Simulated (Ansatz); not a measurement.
**Iridium, fcc under LDA: how the k-point mesh moves the result**

A convergence test of the k-point mesh. The geometry was relaxed under LDA beforehand and stays fixed; 8 values are run, from 2×2×2 to 20×20×20. Wanted are the values from which on the energy stays within 10 and 1 meV/atom, and the pressure within 0.5 GPa, of the last run. Within the series other settings stay, but some runs also write fields, which adds to their time. Spin polarisation is left out.

Method: DFT LDA, plane waves with PAW, scalar-relativistic, in Ansatz 0.2.0.

## (1) The structure to begin with

It takes space group Fm-3m (No. 225, cubic). The conventional cell has a = 3.812 Å, b = 3.812 Å, c = 3.812 Å, α = 90.00°, β = 90.00°, γ = 90.00°. Ir (site symmetry m-3m) is surrounded by 12 Ir at 2.70 Å.

As a file:

```cif
data_structure
_symmetry_space_group_name_H-M 'Fm-3m'
_symmetry_Int_Tables_number 225
_cell_length_a 3.8122
_cell_length_b 3.8122
_cell_length_c 3.8122
_cell_angle_alpha 90.000
_cell_angle_beta 90.000
_cell_angle_gamma 90.000
_cell_volume 55.40
loop_
_atom_site_label
_atom_site_type_symbol
_atom_site_symmetry_multiplicity
_atom_site_Wyckoff_symbol
_atom_site_fract_x
_atom_site_fract_y
_atom_site_fract_z
_atom_site_occupancy
Ir1 Ir 4 a 0.00000 0.00000 0.00000 1
```

## (2) With a k-mesh of 2×2×2

The run at 2×2×2.

File input.yaml:

```yaml
crystal:
  lattice:
    - [0.0, 1.9060927672, 1.9060927672]
    - [1.9060927672, 0.0, 1.9060927672]
    - [1.9060927672, 1.9060927672, 0.0]
  atoms:
    - { symbol: Ir, position: [0.0, 0.0, 0.0] }
hamiltonian:
  xc: lda
  pseudopotentials:
    kind: paw
    azcp:
      Ir: "pseudopotentials/Ir.paw.azcp"
basis:
  ecutwfc: 420
  fft_grid_basis: typed
kpoints:
  mp_grid: { grid: [2, 2, 2], shift: [0, 0, 0] }
magnetization:
  spin_polarized: false
scf:
  occupations: { method: fermi_dirac, width: 0.1 }
  lower_state_search: "off"
output:
  stress: true
```

Launch:

```sh
> ansatz run input.yaml --threads 2 --pin off --max-ram 5120MiB --backend cpu --events-out ev --progress --plain --runs-dir out
```

Output, cut to the lines that bear on the results:

```text
Warning: <dir> the record states the generating functional pbe (its physics header spells it `PBE`), which answers neither for hamiltonian.xc's functional nor for the lda family's — results may be inconsistent (PPs are generated against a specific XC)
Warning: RAYON_NUM_THREADS=2 ignored (pool sized by the plan → 2); use --threads N
[...]
Pseudopotentials: kind: paw
Pseudopotential: Ir, paw, valence charge 17, recommended cutoff 420 eV (normal), <dir>
Functional definition: SPW92
[...]
Crystal: 1 atoms, lattice volume = 13.850 Å³
Basis set: ecut = 420 eV, 283 PW (Γ)
Bands: 13, of which v1, the nominal top of the filled ones, is band 9 counted from 1 (8 counted from 0)
Symmetry: 48 space group operations
Space group: Fm-3m (ITA 225), of the structure as read, at distance tolerance 2.4e-5 Å
k-points: 3 of 8
[...]
SCF iter   1: F=—  HF=-11658.511361 eV  |F-HF|=—  |Δ(HF+E_count)|=         —  Δρ=5.46e-2  dr2=2.30e-1  ethr=1.77e-3  ⟨swp⟩=5.0  Hψ=195  notcnv=0
[...]
SCF iter   8: F=-11658.420044 eV  HF=-11658.420044 eV  |F-HF|=6.06e-9  |Δ(HF+E_count)|=   1.36e-7  Δρ=8.05e-6  dr2=8.11e-9  ethr=5.88e-10  ⟨swp⟩=4.0  Hψ=122  notcnv=0
[...]
SCF converged after 8 iterations
Free energy (F): -11658.420044 eV
[...]
E sigma→0 (E₀):  -11658.324760 eV
Entropy (-TS):   -0.190568 eV (-190.568 meV/atom)
Fermi energy:    27.518278 eV
[...]
--- Stress (GPa, compression-positive) ---
       82.713989      -0.000000      -0.000000
        0.000000      82.713989       0.000000
       -0.000000      -0.000000      82.713989
  P = ⅓ Tr σ = 82.7140 GPa (827.140 kbar)
```

It took 0.26 s on 2 threads of Arm Neoverse V2, shared host; peak memory 0.24 GiB.

## (3) With a k-mesh of 4×4×4

The run at 4×4×4.

Changes to input.yaml since step 2:

```diff
@@ -17,3 +17,3 @@
 kpoints:
-  mp_grid: { grid: [2, 2, 2], shift: [0, 0, 0] }
+  mp_grid: { grid: [4, 4, 4], shift: [0, 0, 0] }
 magnetization:
```

Launch:

```sh
> ansatz run input.yaml --threads 2 --pin off --max-ram 5120MiB --backend cpu --events-out ev --progress --plain --runs-dir out
```

Output, cut to the lines that bear on the results:

```text
Warning: <dir> the record states the generating functional pbe (its physics header spells it `PBE`), which answers neither for hamiltonian.xc's functional nor for the lda family's — results may be inconsistent (PPs are generated against a specific XC)
Warning: RAYON_NUM_THREADS=2 ignored (pool sized by the plan → 2); use --threads N
[...]
[... 3 set-up lines as earlier in the session ...]
[...]
Crystal: 1 atoms, lattice volume = 13.850 Å³
Basis set: ecut = 420 eV, 283 PW (Γ)
Bands: 13, of which v1, the nominal top of the filled ones, is band 9 counted from 1 (8 counted from 0)
[... 2 set-up lines as earlier in the session ...]
k-points: 8 of 64
[...]
SCF iter   1: F=—  HF=-11663.927027 eV  |F-HF|=—  |Δ(HF+E_count)|=         —  Δρ=1.34e-2  dr2=5.00e-3  ethr=1.77e-3  ⟨swp⟩=5.0  Hψ=530  notcnv=0
[...]
SCF iter   6: F=-11663.925800 eV  HF=-11663.925800 eV  |F-HF|=1.21e-9  |Δ(HF+E_count)|=   7.44e-9  Δρ=5.14e-6  dr2=1.88e-9  ethr=1.89e-10  ⟨swp⟩=2.0  Hψ=315  notcnv=0
[...]
SCF converged after 6 iterations
Free energy (F): -11663.925800 eV
[...]
E sigma→0 (E₀):  -11663.919337 eV
Entropy (-TS):   -0.012926 eV (-12.926 meV/atom)
Fermi energy:    25.827748 eV
[...]
--- Stress (GPa, compression-positive) ---
      -10.939996       0.000000      -0.000000
        0.000000     -10.939996       0.000000
       -0.000000       0.000000     -10.939996
  P = ⅓ Tr σ = -10.9400 GPa (-109.400 kbar)
```

Wall time 0.27 s (2 threads of Arm Neoverse V2, shared host); peak memory 0.24 GiB.

## (4) With a k-mesh of 5×5×5

The run at 5×5×5.

Changes to input.yaml since step 3:

```diff
@@ -17,3 +17,3 @@
 kpoints:
-  mp_grid: { grid: [4, 4, 4], shift: [0, 0, 0] }
+  mp_grid: { grid: [5, 5, 5], shift: [0, 0, 0] }
 magnetization:
```

Launch:

```sh
> ansatz run input.yaml --threads 2 --pin off --max-ram 5120MiB --backend cpu --events-out ev --progress --plain --runs-dir out
```

Output, cut to the lines that bear on the results:

```text
Warning: <dir> the record states the generating functional pbe (its physics header spells it `PBE`), which answers neither for hamiltonian.xc's functional nor for the lda family's — results may be inconsistent (PPs are generated against a specific XC)
Warning: RAYON_NUM_THREADS=2 ignored (pool sized by the plan → 2); use --threads N
[...]
[... 3 set-up lines as earlier in the session ...]
[...]
Crystal: 1 atoms, lattice volume = 13.850 Å³
Basis set: ecut = 420 eV, 283 PW (Γ)
Bands: 13, of which v1, the nominal top of the filled ones, is band 9 counted from 1 (8 counted from 0)
[... 2 set-up lines as earlier in the session ...]
k-points: 10 of 125
[...]
SCF iter   1: F=—  HF=-11663.163147 eV  |F-HF|=—  |Δ(HF+E_count)|=         —  Δρ=6.61e-3  dr2=8.97e-4  ethr=1.77e-3  ⟨swp⟩=5.0  Hψ=667  notcnv=0
[...]
SCF iter   6: F=-11663.163349 eV  HF=-11663.163349 eV  |F-HF|=7.13e-10  |Δ(HF+E_count)|=   8.81e-9  Δρ=5.17e-6  dr2=1.32e-9  ethr=1.25e-10  ⟨swp⟩=1.1  Hψ=406  notcnv=0
[...]
SCF converged after 6 iterations
Free energy (F): -11663.163349 eV
[...]
E sigma→0 (E₀):  -11663.130305 eV
Entropy (-TS):   -0.066089 eV (-66.089 meV/atom)
Fermi energy:    26.546005 eV
[...]
--- Stress (GPa, compression-positive) ---
        4.915155      -0.000000       0.000000
       -0.000000       4.915155      -0.000000
       -0.000000      -0.000000       4.915155
  P = ⅓ Tr σ = 4.9152 GPa (49.152 kbar)
```

Run time: 0.27 s. Hardware: 2 threads of Arm Neoverse V2, shared host; peak memory 0.24 GiB.

## (5) With a k-mesh of 7×7×7

The run at 7×7×7.

Changes to input.yaml since step 4:

```diff
@@ -17,3 +17,3 @@
 kpoints:
-  mp_grid: { grid: [5, 5, 5], shift: [0, 0, 0] }
+  mp_grid: { grid: [7, 7, 7], shift: [0, 0, 0] }
 magnetization:
```

Launch:

```sh
> ansatz run input.yaml --threads 2 --pin off --max-ram 5120MiB --backend cpu --events-out ev --progress --plain --runs-dir out
```

Output, cut to the lines that bear on the results:

```text
Warning: <dir> the record states the generating functional pbe (its physics header spells it `PBE`), which answers neither for hamiltonian.xc's functional nor for the lda family's — results may be inconsistent (PPs are generated against a specific XC)
Warning: RAYON_NUM_THREADS=2 ignored (pool sized by the plan → 2); use --threads N
[...]
[... 3 set-up lines as earlier in the session ...]
[...]
Crystal: 1 atoms, lattice volume = 13.850 Å³
Basis set: ecut = 420 eV, 283 PW (Γ)
Bands: 13, of which v1, the nominal top of the filled ones, is band 9 counted from 1 (8 counted from 0)
[... 2 set-up lines as earlier in the session ...]
k-points: 20 of 343
[...]
SCF iter   1: F=—  HF=-11663.480464 eV  |F-HF|=—  |Δ(HF+E_count)|=         —  Δρ=6.04e-3  dr2=1.06e-3  ethr=1.77e-3  ⟨swp⟩=5.0  Hψ=1330  notcnv=0
[...]
SCF iter   6: F=-11663.480596 eV  HF=-11663.480596 eV  |F-HF|=9.09e-12  |Δ(HF+E_count)|=   1.05e-9  Δρ=7.37e-7  dr2=2.42e-11  ethr=4.33e-11  ⟨swp⟩=1.9  Hψ=770  notcnv=0
[...]
SCF converged after 6 iterations
Free energy (F): -11663.480596 eV
[...]
E sigma→0 (E₀):  -11663.471290 eV
Entropy (-TS):   -0.018612 eV (-18.612 meV/atom)
Fermi energy:    26.269554 eV
[...]
--- Stress (GPa, compression-positive) ---
       -1.520469      -0.000000      -0.000000
       -0.000000      -1.520469      -0.000000
       -0.000000      -0.000000      -1.520469
  P = ⅓ Tr σ = -1.5205 GPa (-15.205 kbar)
```

Run time: 0.31 s. Hardware: 2 threads of Arm Neoverse V2, shared host; peak memory 0.24 GiB.

## (6) With a k-mesh of 9×9×9

The run at 9×9×9.

Changes to input.yaml since step 5:

```diff
@@ -17,3 +17,3 @@
 kpoints:
-  mp_grid: { grid: [7, 7, 7], shift: [0, 0, 0] }
+  mp_grid: { grid: [9, 9, 9], shift: [0, 0, 0] }
 magnetization:
@@ -25 +25,5 @@
   stress: true
+  write_density: true
+  write_potential: true
+  elf: true
+  volumetric_format: npy
```

Launch:

```sh
> ansatz run input.yaml --threads 2 --pin off --max-ram 5120MiB --backend cpu --events-out ev --progress --plain --runs-dir out
```

Output, cut to the lines that bear on the results:

```text
Warning: <dir> the record states the generating functional pbe (its physics header spells it `PBE`), which answers neither for hamiltonian.xc's functional nor for the lda family's — results may be inconsistent (PPs are generated against a specific XC)
Warning: RAYON_NUM_THREADS=2 ignored (pool sized by the plan → 2); use --threads N
[...]
[... 3 set-up lines as earlier in the session ...]
[...]
Crystal: 1 atoms, lattice volume = 13.850 Å³
Basis set: ecut = 420 eV, 283 PW (Γ)
Bands: 13, of which v1, the nominal top of the filled ones, is band 9 counted from 1 (8 counted from 0)
[... 2 set-up lines as earlier in the session ...]
k-points: 35 of 729
[...]
SCF iter   1: F=—  HF=-11663.427042 eV  |F-HF|=—  |Δ(HF+E_count)|=         —  Δρ=9.43e-3  dr2=2.35e-3  ethr=1.77e-3  ⟨swp⟩=5.0  Hψ=2298  notcnv=0
[...]
SCF iter   6: F=-11663.426565 eV  HF=-11663.426565 eV  |F-HF|=1.96e-10  |Δ(HF+E_count)|=   1.43e-8  Δρ=3.02e-6  dr2=4.32e-10  ethr=2.54e-10  ⟨swp⟩=4.8  Hψ=2257  notcnv=0
[...]
SCF converged after 6 iterations
Free energy (F): -11663.426565 eV
[...]
E sigma→0 (E₀):  -11663.417032 eV
Entropy (-TS):   -0.019066 eV (-19.066 meV/atom)
Fermi energy:    26.034095 eV
[...]
--- Stress (GPa, compression-positive) ---
       -0.734752      -0.000000      -0.000000
       -0.000000      -0.734752       0.000000
       -0.000000      -0.000000      -0.734752
  P = ⅓ Tr σ = -0.7348 GPa (-7.348 kbar)
--- Band table (eV; the first three rows and the last of 35) ---
  k-point 0: bands = ["-66.8604", "-23.2391", "-23.2391", "-23.2391", "14.7797", "22.1224", "22.1224", "22.1224", "24.9250", "24.9250", "39.7601", "45.3225", "45.3225"]
[...]
```

It took 0.44 s on 2 threads of Arm Neoverse V2, shared host; peak memory 0.25 GiB.

## (7) With a k-mesh of 11×11×11

The run at 11×11×11.

Changes to input.yaml since step 6:

```diff
@@ -17,3 +17,3 @@
 kpoints:
-  mp_grid: { grid: [9, 9, 9], shift: [0, 0, 0] }
+  mp_grid: { grid: [11, 11, 11], shift: [0, 0, 0] }
 magnetization:
```

Launch:

```sh
> ansatz run input.yaml --threads 2 --pin off --max-ram 5120MiB --backend cpu --events-out ev --progress --plain --runs-dir out
```

Output, cut to the lines that bear on the results:

```text
Warning: <dir> the record states the generating functional pbe (its physics header spells it `PBE`), which answers neither for hamiltonian.xc's functional nor for the lda family's — results may be inconsistent (PPs are generated against a specific XC)
Warning: RAYON_NUM_THREADS=2 ignored (pool sized by the plan → 2); use --threads N
[...]
[... 3 set-up lines as earlier in the session ...]
[...]
Crystal: 1 atoms, lattice volume = 13.850 Å³
Basis set: ecut = 420 eV, 283 PW (Γ)
Bands: 13, of which v1, the nominal top of the filled ones, is band 9 counted from 1 (8 counted from 0)
[... 2 set-up lines as earlier in the session ...]
k-points: 56 of 1331
[...]
SCF iter   1: F=—  HF=-11663.387298 eV  |F-HF|=—  |Δ(HF+E_count)|=         —  Δρ=5.84e-3  dr2=7.80e-4  ethr=1.77e-3  ⟨swp⟩=5.0  Hψ=3715  notcnv=0
[...]
SCF iter   6: F=-11663.387353 eV  HF=-11663.387353 eV  |F-HF|=3.64e-11  |Δ(HF+E_count)|=   1.71e-9  Δρ=8.37e-7  dr2=5.70e-11  ethr=2.02e-10  ⟨swp⟩=4.8  Hψ=3490  notcnv=0
[...]
SCF converged after 6 iterations
Free energy (F): -11663.387353 eV
[...]
E sigma→0 (E₀):  -11663.366836 eV
Entropy (-TS):   -0.041035 eV (-41.035 meV/atom)
Fermi energy:    26.093685 eV
[...]
--- Stress (GPa, compression-positive) ---
        0.452074      -0.000000       0.000000
       -0.000000       0.452074      -0.000000
       -0.000000      -0.000000       0.452074
  P = ⅓ Tr σ = 0.4521 GPa (4.521 kbar)
--- Band table (eV; the first three rows and the last of 56) ---
  k-point 0: bands = ["-66.8516", "-23.2316", "-23.2316", "-23.2316", "14.7794", "22.1205", "22.1205", "22.1205", "24.9366", "24.9366", "39.7488", "45.3283", "45.3283"]
[...]
```

Wall time 0.55 s (2 threads of Arm Neoverse V2, shared host); peak memory 0.25 GiB.

## (8) With a k-mesh of 15×15×15

The run at 15×15×15.

Changes to input.yaml since step 7:

```diff
@@ -17,3 +17,3 @@
 kpoints:
-  mp_grid: { grid: [11, 11, 11], shift: [0, 0, 0] }
+  mp_grid: { grid: [15, 15, 15], shift: [0, 0, 0] }
 magnetization:
@@ -25,5 +25 @@
   stress: true
-  write_density: true
-  write_potential: true
-  elf: true
-  volumetric_format: npy
```

Launch:

```sh
> ansatz run input.yaml --threads 2 --pin off --max-ram 5120MiB --backend cpu --events-out ev --progress --plain --runs-dir out
```

Output, cut to the lines that bear on the results:

```text
Warning: <dir> the record states the generating functional pbe (its physics header spells it `PBE`), which answers neither for hamiltonian.xc's functional nor for the lda family's — results may be inconsistent (PPs are generated against a specific XC)
Warning: RAYON_NUM_THREADS=2 ignored (pool sized by the plan → 2); use --threads N
[...]
[... 3 set-up lines as earlier in the session ...]
[...]
Crystal: 1 atoms, lattice volume = 13.850 Å³
Basis set: ecut = 420 eV, 283 PW (Γ)
Bands: 13, of which v1, the nominal top of the filled ones, is band 9 counted from 1 (8 counted from 0)
[... 2 set-up lines as earlier in the session ...]
k-points: 120 of 3375
[...]
SCF iter   1: F=—  HF=-11663.413976 eV  |F-HF|=—  |Δ(HF+E_count)|=         —  Δρ=6.04e-3  dr2=8.58e-4  ethr=1.77e-3  ⟨swp⟩=5.0  Hψ=7905  notcnv=0
[...]
SCF iter   6: F=-11663.414094 eV  HF=-11663.414094 eV  |F-HF|=1.53e-10  |Δ(HF+E_count)|=   1.12e-9  Δρ=2.23e-6  dr2=2.63e-10  ethr=1.84e-10  ⟨swp⟩=2.0  Hψ=4874  notcnv=0
[...]
SCF converged after 6 iterations
Free energy (F): -11663.414094 eV
[...]
E sigma→0 (E₀):  -11663.400676 eV
Entropy (-TS):   -0.026836 eV (-26.836 meV/atom)
Fermi energy:    26.175494 eV
[...]
--- Stress (GPa, compression-positive) ---
       -0.280210       0.000000       0.000000
       -0.000000      -0.280210      -0.000000
       -0.000000       0.000000      -0.280210
  P = ⅓ Tr σ = -0.2802 GPa (-2.802 kbar)
```

Wall time 0.66 s (2 threads of Arm Neoverse V2, shared host); peak memory 0.26 GiB.

## (9) With a k-mesh of 20×20×20

The run at 20×20×20.

Changes to input.yaml since step 8:

```diff
@@ -17,3 +17,3 @@
 kpoints:
-  mp_grid: { grid: [15, 15, 15], shift: [0, 0, 0] }
+  mp_grid: { grid: [20, 20, 20], shift: [0, 0, 0] }
 magnetization:
@@ -25 +25,5 @@
   stress: true
+  write_density: true
+  write_potential: true
+  elf: true
+  volumetric_format: npy
```

Launch:

```sh
> ansatz run input.yaml --threads 2 --pin off --max-ram 5120MiB --backend cpu --events-out ev --progress --plain --runs-dir out
```

Output, cut to the lines that bear on the results:

```text
Warning: <dir> the record states the generating functional pbe (its physics header spells it `PBE`), which answers neither for hamiltonian.xc's functional nor for the lda family's — results may be inconsistent (PPs are generated against a specific XC)
Warning: RAYON_NUM_THREADS=2 ignored (pool sized by the plan → 2); use --threads N
[...]
[... 3 set-up lines as earlier in the session ...]
[...]
Crystal: 1 atoms, lattice volume = 13.850 Å³
Basis set: ecut = 420 eV, 283 PW (Γ)
Bands: 13, of which v1, the nominal top of the filled ones, is band 9 counted from 1 (8 counted from 0)
[... 2 set-up lines as earlier in the session ...]
k-points: 256 of 8000
[...]
SCF iter   1: F=—  HF=-11663.410045 eV  |F-HF|=—  |Δ(HF+E_count)|=         —  Δρ=6.12e-3  dr2=8.91e-4  ethr=1.77e-3  ⟨swp⟩=5.0  Hψ=16902  notcnv=0
[...]
SCF iter   6: F=-11663.410103 eV  HF=-11663.410103 eV  |F-HF|=1.31e-10  |Δ(HF+E_count)|=   2.39e-9  Δρ=1.64e-6  dr2=2.12e-10  ethr=1.46e-10  ⟨swp⟩=4.5  Hψ=15810  notcnv=0
[...]
SCF converged after 6 iterations
Free energy (F): -11663.410103 eV
[...]
E sigma→0 (E₀):  -11663.397092 eV
Entropy (-TS):   -0.026022 eV (-26.022 meV/atom)
Fermi energy:    26.119933 eV
[...]
--- Stress (GPa, compression-positive) ---
       -0.224489       0.000000      -0.000000
        0.000000      -0.224489       0.000000
        0.000000       0.000000      -0.224489
  P = ⅓ Tr σ = -0.2245 GPa (-2.245 kbar)
--- Band table (eV; the first three rows and the last of 256) ---
  k-point 0: bands = ["-66.8544", "-23.2339", "-23.2339", "-23.2339", "14.7795", "22.1202", "22.1202", "22.1202", "24.9347", "24.9347", "39.7507", "45.3276", "45.3276"]
[...]
```

Run time: 1.6 s. Hardware: 2 threads of Arm Neoverse V2, shared host; peak memory 0.3 GiB.

## (10) All values side by side

Differences are taken from the run at 20×20×20.

| k-mesh | k-points | E(σ → 0) (meV/atom) | P (GPa) | SCF cycles | CPU time |
| --- | --- | --- | --- | --- | --- |
| 2×2×2 | 3 | 5072.33 | 82.71 | 8 | 0.33 s |
| 4×4×4 | 8 | -522.24 | -10.94 | 6 | 0.34 s |
| 5×5×5 | 10 | 266.79 | 4.92 | 6 | 0.36 s |
| 7×7×7 | 20 | -74.20 | -1.52 | 6 | 0.43 s |
| 9×9×9 | 35 | -19.94 | -0.73 | 6 | 0.68 s |
| 11×11×11 | 56 | 30.26 | 0.45 | 6 | 0.89 s |
| 15×15×15 | 120 | -3.58 | -0.28 | 6 | 1.1 s |
| 20×20×20 | 256 | 0.00 | -0.22 | 6 | 2.9 s |

## (11) Outcome

| quantity | value |
| --- | --- |
| E(σ → 0) stays within 10 meV/atom of 20×20×20 | from 15×15×15 on |
| E(σ → 0) stays within 1 meV/atom | not reached before 20×20×20 |
| pressure stays within 0.5 GPa | from 15×15×15 on |
| pressure at 20×20×20 | -0.22 GPa |
| CPU time, dearest over cheapest | 8.7 |
| energy of a separate run on a finer mesh (23×23×23) | +0.9 meV/atom from 20×20×20 |

In words: At 2×2×2 the energy differs by +5072 meV/atom and the pressure by +82.9 GPa. Convergence in k is not monotonic; the energy swings about its limit. The energy has not settled to 1 meV/atom before the last mesh. A Fermi surface needs many points. The yardstick itself is unsettled by 0.9 meV/atom against the finer mesh, so the thresholds above hold only within this series.
